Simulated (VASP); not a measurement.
# Ge (Fd-3m) in VASP: further runs

Runs on Ge. Level: r2SCAN. Tasks: relaxation of cell and atoms.

Everything below comes from runs of VASP 6.6.1. Logs are shortened: lines on timing, memory, paths and dates and some standing lists are left out, and cuts for length are marked.

### Step 1. The structure

The structure is cubic, space group Fd-3m (No. 227). The conventional cell has a = 5.675 Å, b = 5.675 Å, c = 5.675 Å, α = 90.00°, β = 90.00°, γ = 90.00°. Ge (site symmetry -43m) is surrounded by 4 Ge at 2.46 Å.

### Step 2. Relaxation of cell and atoms, r2SCAN

Contents of INCAR:

```
SYSTEM = Ge
PREC     = Accurate       ! precision mode
ENCUT    = 600            ! plane-wave cutoff, eV
EDIFF    = 1E-6           ! SCF threshold, eV
ISMEAR   = 0              ! smearing method
SIGMA    = 0.02           ! smearing width, eV
LREAL    = .FALSE.        ! projectors in reciprocal space
LASPH    = .TRUE.         ! aspherical terms in the spheres
NELM     = 120            ! most SCF steps
ALGO     = Normal         ! electronic algorithm
ISIF     = 3              ! what is computed and relaxed
LWAVE    = .FALSE.        ! write WAVECAR
LCHARG   = .FALSE.        ! write CHGCAR
METAGGA  = R2SCAN         ! meta-GGA
LMIXTAU  = .TRUE.       
IBRION   = 2              ! ionic algorithm
NSW      = 80             ! ionic steps
EDIFFG   = -0.005         ! ionic threshold
KPAR     = 2
```

Contents of KPOINTS:

```
Automatic mesh
0
G
  9 9 9
  0 0 0
```

Contents of POSCAR:

```
Ge
1.0
    0.0000000000      2.8374271000      2.8374271000
    2.8374271000      0.0000000000      2.8374271000
    2.8374271000      2.8374271000      0.0000000000
Ge
2
Direct
    0.0000000000      0.0000000000      0.0000000000
    0.2500000000      0.2500000000      0.2500000000
```

Potentials or basis: VASP PAW PBE potentials, release 64 (Ge_d).

Run with:

```console
cat potpaw_PBE.64/Ge_d/POTCAR > POTCAR
mpirun -np 2 vasp_std > vasp.out
```

OUTCAR:

```text
SYSTEM = Ge
   PREC = Accurate
   ENCUT = 600
   EDIFF = 1E-6
   ISMEAR = 0
   LREAL = .FALSE.
   LASPH = .TRUE.
   NELM = 120
   ISIF = 3
   METAGGA = R2SCAN
   IBRION = 2
   NSW = 80
   EDIFFG = -0.005

 ion  position               nearest neighbor table
   1  0.000  0.000  0.000-   2 2.46   2 2.46   2 2.46   2 2.46
   2  0.250  0.250  0.250-   1 2.46   1 2.46   1 2.46   1 2.46

  LATTYP: Found a face centered cubic cell.
 ALAT       =     5.6748542000

  Lattice vectors:

 A1 = (   0.0000000000,   2.8374271000,   2.8374271000)
 A2 = (   2.8374271000,   0.0000000000,   2.8374271000)
 A3 = (   2.8374271000,   2.8374271000,   0.0000000000)

Analysis of symmetry for initial positions (statically):
=====================================================================
 Subroutine PRICEL returns:
 Original cell was already a primitive cell.

 Routine SETGRP: Setting up the symmetry group for a
 face centered cubic supercell.

 Subroutine GETGRP returns: Found 48 space group operations
 (whereof 24 operations were pure point group operations)
 out of a pool of 48 trial point group operations.

The static configuration has the point symmetry T_d .
 The point group associated with its full space group is O_h .

Analysis of symmetry for dynamics (positions and initial velocities):
=====================================================================
 Subroutine PRICEL returns:
 Original cell was already a primitive cell.

 Routine SETGRP: Setting up the symmetry group for a
 face centered cubic supercell.

 Subroutine GETGRP returns: Found 48 space group operations
 (whereof 24 operations were pure point group operations)
 out of a pool of 48 trial point group operations.

The dynamic configuration has the point symmetry T_d .
 The point group associated with its full space group is O_h .

 Subroutine INISYM returns: Found 48 space group operations
 (whereof 24 operations are pure point group operations),
 and found     1 'primitive' translations

----------------------------------------------------------------------------------------

                                     Primitive cell

  volume of cell :      45.6882

  direct lattice vectors                    reciprocal lattice vectors
     0.000000000  2.837427100  2.837427100    -0.176215981  0.176215981  0.176215981
     2.837427100  0.000000000  2.837427100     0.176215981 -0.176215981  0.176215981
     2.837427100  2.837427100  0.000000000     0.176215981  0.176215981 -0.176215981

  length of vectors
     4.012727887  4.012727887  4.012727887     0.305215032  0.305215032  0.305215032

  position of ions in fractional coordinates (direct lattice)
     0.000000000  0.000000000  0.000000000
     0.250000000  0.250000000  0.250000000

  ion indices of the primitive-cell ions
   primitive index   ion index
                 1           1
                 2           2

----------------------------------------------------------------------------------------

 KPOINTS: Automatic mesh

Automatic generation of k-mesh.
 Grid dimensions read from file:
 generate k-points for:    9    9    9

 Generating k-lattice:

  Cartesian coordinates                     Fractional coordinates (reciprocal lattice)
    -0.019579553  0.019579553  0.019579553     0.111111111  0.000000000  0.000000000
     0.019579553 -0.019579553  0.019579553     0.000000000  0.111111111  0.000000000
     0.019579553  0.019579553 -0.019579553     0.000000000  0.000000000  0.111111111

  Length of vectors
     0.033912781  0.033912781  0.033912781

  Shift w.r.t. Gamma in fractional coordinates (k-lattice)
     0.000000000  0.000000000  0.000000000

 Subroutine IBZKPT returns following result:
 ===========================================

 Found     35 irreducible k-points:

 Following reciprocal coordinates:
            Coordinates               Weight
  0.000000  0.000000  0.000000      1.000000
  0.111111  0.000000  0.000000      8.000000
  0.222222  0.000000  0.000000      8.000000
  0.333333  0.000000  0.000000      8.000000
  0.444444  0.000000  0.000000      8.000000
  0.111111  0.111111  0.000000      6.000000
[... 16 lines left out ...]
 -0.333333  0.333333  0.000000     12.000000
  0.444444  0.444444  0.000000      6.000000
 [... further k-points ...]
   k-points           NKPTS =     35   k-points in BZ     NKDIM =     35   number of bands    NBANDS=     18
   number of dos      NEDOS =    301   number of ions     NIONS =      2
   total plane-waves  NPLWV =  32768
   dimension x,y,z NGX =    32 NGY =   32 NGZ =   32
   dimension x,y,z NGXF=    64 NGYF=   64 NGZF=   64
   ions per type =               2
   NGX,Y,Z   is equivalent  to a cutoff of  13.26, 13.26, 13.26 a.u.
   NGXF,Y,Z  is equivalent  to a cutoff of  26.51, 26.51, 26.51 a.u.
 SYSTEM =  Ge
   PREC   = accura    normal or accurate (medium, high low for compatibility)
   ISTART =      0    job   : 0-new  1-cont  2-samecut
   ICHARG =      2    charge: 1-file 2-atom 10-const
   ISPIN  =      1    spin polarized calculation?
   LNONCOLLINEAR =      F non collinear calculations
   LSORBIT =      F    spin-orbit coupling
   LASPH  =      T    aspherical Exc in radial PAW
   ENCUT  =  600.0 eV  44.10 Ry    6.64 a.u.   8.01  8.01  8.01*2*pi/ulx,y,z
   NELM   =    120;   NELMIN=  2; NELMDL= -5     # of ELM steps
   EDIFF  = 0.1E-05   stopping-criterion for ELM
   LREAL  =      F    real-space projection
   EDIFFG = -.5E-02   stopping-criterion for IOM
   NSW    =     80    number of steps for IOM
   IBRION =      2    ionic relax: 0-MD 1-quasi-New 2-CG
   NFREE  =      1    steps in history (QN), initial steepest desc. (CG)
   ISIF   =      3    stress and relaxation
   ISYM   =      2    0-nonsym 1-usesym 2-fastsym
   POTIM  = 0.5000    time-step for ionic-motion
   TEBEG  =    0.0;   TEEND  =   0.0 temperature during run
   PSTRESS=    0.0 pullay stress
   NELECT =      28.0000    total number of electrons
   NUPDOWN=      -1.0000    fix difference up-down
   EMIN   =  10.00;   EMAX   =-10.00  energy-range for DOS
   EFERMI =   0.00;   METHOD = LEGACY
   ISMEAR =     0;   SIGMA  =   0.02  broadening in eV -4-tet -1-fermi 0-gaus
   EFERMI_NEDOS =   21; number of points for ismear=-14 and -15
   IALGO  =     38    algorithm
   IMIX   =      4    mixing-type and parameters
     AMIX     =   0.40;   BMIX     =  1.00
     AMIX_MAG =   1.60;   BMIX_MAG =  1.00
  volume/ion in A,a.u.               =      22.84       154.16
  Fermi-wavevector in a.u.,A,eV,Ry     =   1.390570  2.627796 26.309374  1.933684
  Thomas-Fermi vector in A             =   2.514492
   LORBIT       =      0    0 simple, 1 ext, 2 COOP (PROOUT), +10 PAW based schemes
   METAGGA = R2SCAN    functional components
   LHFCALC =     F    Hartree Fock is set to
   AEXX    =    0.0000 exact exchange contribution
   IVDW    =     0    specifies the selected vdW correction
   LEPSILON=     F    determine dielectric tensor
   LRPA    =     F    only Hartree local field effects (RPA)
 conjugate gradient relaxation of ions
 non-spin polarized calculation
 Gauss-broadening in eV      SIGMA  =   0.02
  energy-cutoff  :      600.00
  volume of cell :       45.69
 maximum number of plane-waves:      1544
   NGX = 17   NGY = 17   NGZ = 17

--------------------------------------- Ionic step        1  -------------------------------------------

 number of electron      28.0000020 magnetization

 Free energy of the ion-electron system (eV)
  ---------------------------------------------------
  ext. energy  EPLUGINS =         0.00000000
  ---------------------------------------------------
  free energy    TOTEN  =       -27.74178296 eV

  energy without entropy =      -27.74178296  energy(sigma->0) =      -27.74178296

------------------------ aborting loop because EDIFF is reached ----------------------------------------

  FORCE on cell =-STRESS in cart. coord.  units (eV):
  Direction    XX          YY          ZZ          XY          YZ          ZX
  --------------------------------------------------------------------------------------
  -------------------------------------------------------------------------------------
  Total        0.0217691      0.0217691      0.0217691     -0.0000000      0.0000000      0.0000000
  in kB        0.7633903      0.7633903      0.7633903     -0.0000000      0.0000000      0.0000000
  external PRESSURE =       0.7633903 kB  Pullay stress =       0.0000000 kB

 VOLUME and BASIS-vectors are now :
 -----------------------------------------------------------------------------
  energy-cutoff  :      600.00
  volume of cell :       45.69
      direct lattice vectors                 reciprocal lattice vectors
     0.000000000  2.837427100  2.837427100    -0.176215981  0.176215981  0.176215981
     2.837427100  0.000000000  2.837427100     0.176215981 -0.176215981  0.176215981
     2.837427100  2.837427100  0.000000000     0.176215981  0.176215981 -0.176215981

 POSITION                                       TOTAL-FORCE (eV/Angst)
 -----------------------------------------------------------------------------------
      0.00000      0.00000      0.00000        -0.000000     -0.000000      0.000000
      1.41871      1.41871      1.41871         0.000000      0.000000     -0.000000
 -----------------------------------------------------------------------------------
    total drift:                               -0.000000      0.000000      0.000000

  FREE ENERGIE OF THE ION-ELECTRON SYSTEM (eV)
  ---------------------------------------------------
  free  energy   TOTEN  =       -27.7417829628 eV

  energy  without entropy=      -27.7417829628  energy(sigma->0) =      -27.74178296

--------------------------------------- Ionic step        2  -------------------------------------------

 number of electron      28.0000021 magnetization

 Free energy of the ion-electron system (eV)
  ---------------------------------------------------
  ext. energy  EPLUGINS =         0.00000000
  ---------------------------------------------------
  free energy    TOTEN  =       -27.74178716 eV

  energy without entropy =      -27.74178716  energy(sigma->0) =      -27.74178716

 E-fermi :   4.8542     XC(G=0): -10.7638

 val. band max:        4.6978567080   @ k =   0.0000   0.0000   0.0000
 cond. band min:       5.0005590019   @ k =   0.0000   0.0000   0.0000
 fundamental gap:      0.3027022939
 Fermi energy:         4.8541512563

 k-point     1 :       0.0000    0.0000    0.0000
  band No.  band energies     occupation
      1     -20.7817      2.00000
      2     -20.7817      2.00000
      3     -20.7816      2.00000
      4     -20.7430      2.00000
      5     -20.7430      2.00000
      6     -20.5314      2.00000
[... 10 lines left out ...]
     17       7.4071      0.00000
     18       7.4071      0.00000

 k-point     2 :       0.1111    0.0000    0.0000
  band No.  band energies     occupation
      1     -20.7885      2.00000
      2     -20.7885      2.00000
      3     -20.7796      2.00000
      4     -20.7335      2.00000
      5     -20.7335      2.00000
      6     -20.5399      2.00000
[... 10 lines left out ...]
     17       7.7910      0.00000
     18       8.2240      0.00000
[... 442 lines left out ...]
 k-point    24 :       0.4444    0.4444    0.0000
  band No.  band energies     occupation
      1     -20.8150      2.00000
      2     -20.8150      2.00000
      3     -20.7482      2.00000
      4     -20.7069      2.00000
      5     -20.6448      2.00000
      6     -20.6048      2.00000
[... 10 lines left out ...]
     17      14.3016      0.00000
     18      14.3017      0.00000

 [... further k-points ...]

------------------------ aborting loop because EDIFF is reached ----------------------------------------

  FORCE on cell =-STRESS in cart. coord.  units (eV):
  Direction    XX          YY          ZZ          XY          YZ          ZX
  --------------------------------------------------------------------------------------
  -------------------------------------------------------------------------------------
  Total       -0.0099380     -0.0099380     -0.0099380     -0.0000000      0.0000000      0.0000000
  in kB       -0.3479539     -0.3479539     -0.3479539     -0.0000000      0.0000000      0.0000000
  external PRESSURE =      -0.3479539 kB  Pullay stress =       0.0000000 kB

 VOLUME and BASIS-vectors are now :
 -----------------------------------------------------------------------------
  energy-cutoff  :      600.00
  volume of cell :       45.76
      direct lattice vectors                 reciprocal lattice vectors
    -0.000000000  2.838917031  2.838917031    -0.176123499  0.176123499  0.176123499
     2.838917031  0.000000000  2.838917031     0.176123499 -0.176123499  0.176123499
     2.838917031  2.838917031  0.000000000     0.176123499  0.176123499 -0.176123499

 POSITION                                       TOTAL-FORCE (eV/Angst)
 -----------------------------------------------------------------------------------
      5.67783      2.83892      2.83892         0.000000      0.000000      0.000000
      1.41946      1.41946      1.41946        -0.000000     -0.000000     -0.000000
 -----------------------------------------------------------------------------------
    total drift:                               -0.000000      0.000000      0.000000

  FREE ENERGIE OF THE ION-ELECTRON SYSTEM (eV)
  ---------------------------------------------------
  free  energy   TOTEN  =       -27.7417871638 eV

  energy  without entropy=      -27.7417871638  energy(sigma->0) =      -27.74178716

 reached required accuracy - stopping structural energy minimisation
```

Run time: 64 s. Hardware: 2 MPI ranks of Intel Xeon Platinum 8488C (Sapphire Rapids), shared host; peak memory 0.19 GiB.

What came out:

| Quantity | Value |
| --- | --- |
| Free energy | -27.7418 eV |
| Relaxed volume | 22.88 Å³/atom |
| Relaxed cell | a = 4.015 Å, b = 4.015 Å, c = 4.015 Å, α = 60.00°, β = 60.00°, γ = 60.00° |
| Space group after relaxing (to 0.05 Å) | Fd-3m (No. 227) |
| Energy gained by relaxing | 0.0 meV/atom |
| Ionic steps | 2 |
| Pressure after relaxing | 0.0 GPa |
| Band gap on the k mesh | 0.30 eV, direct |

Final structure:
```xyz
2
Lattice="0.0000 2.8389 2.8389 2.8389 0.0000 2.8389 2.8389 2.8389 0.0000" Properties=species:S:1:pos:R:3 pbc="T T T"
Ge    5.6778    2.8389    2.8389
Ge    1.4195    1.4195    1.4195
```

Levels at points of the mesh, in eV from the valence-band top:
| k point | band 10 | band 11 | band 12 | band 13 | band 14 | band 15 | band 16 | band 17 | band 18 |
| --- | --- | --- | --- | --- | --- | --- | --- | --- | --- |
| (0.00, 0.00, 0.00) | -25.21 | -13.22 | 0.00 | 0.00 | 0.00 | 0.30 | 2.71 | 2.71 | 2.71 |

Caveat: the PAW data sets were made with another functional, which shifts forces and pressure a little; an odd mesh through Γ misses points on the zone boundary, where band edges often lie.

### Step 3. Relaxation of cell and atoms, r2SCAN

INCAR is that of step 2.

KPOINTS is that of step 2.

Contents of POSCAR:

```
Ge                                      
1.0
   -0.0000000000      2.8389170308      2.8389170308
    2.8389170308      0.0000000000      2.8389170308
    2.8389170308      2.8389170308      0.0000000000
  Ge            
     2
Direct
     0.0000000000000000    1.0000000000000000    1.0000000000000000
     0.2500000000000000    0.2500000000000000    0.2500000000000000
```

Potentials or basis: VASP PAW PBE potentials, release 64 (Ge_d).

Run with:

```console
cat potpaw_PBE.64/Ge_d/POTCAR > POTCAR
mpirun -np 2 vasp_std > vasp.out
```

It took 42 s on 2 MPI ranks of Intel Xeon Platinum 8488C (Sapphire Rapids), shared host; peak memory 0.18 GiB.

It converged, with:

| Property | Result |
| --- | --- |
| Free energy | -27.7418 eV |
| Pressure after relaxing | 0.0 GPa |
| Band gap on the k mesh | 0.30 eV, direct |

Final structure:
```
Ge
1.0
     0.00000    2.83892    2.83892
     2.83892    0.00000    2.83892
     2.83892    2.83892    0.00000
Ge
2
Cartesian
  0.0000 0.0000 0.0000
  1.4195 1.4195 1.4195
```

Levels at points of the mesh, in eV from the valence-band top:
| k point | band 12 | band 13 | band 14 | band 15 | band 16 | band 17 |
| --- | --- | --- | --- | --- | --- | --- |
| (0.00, 0.00, 0.00) | 0.00 | 0.00 | 0.00 | 0.30 | 2.71 | 2.71 |

Caveat: the relaxation stopped at its first step, so nothing moved; the PAW data sets were made with another functional, which shifts forces and pressure a little; an odd mesh through Γ misses points on the zone boundary, where band edges often lie.
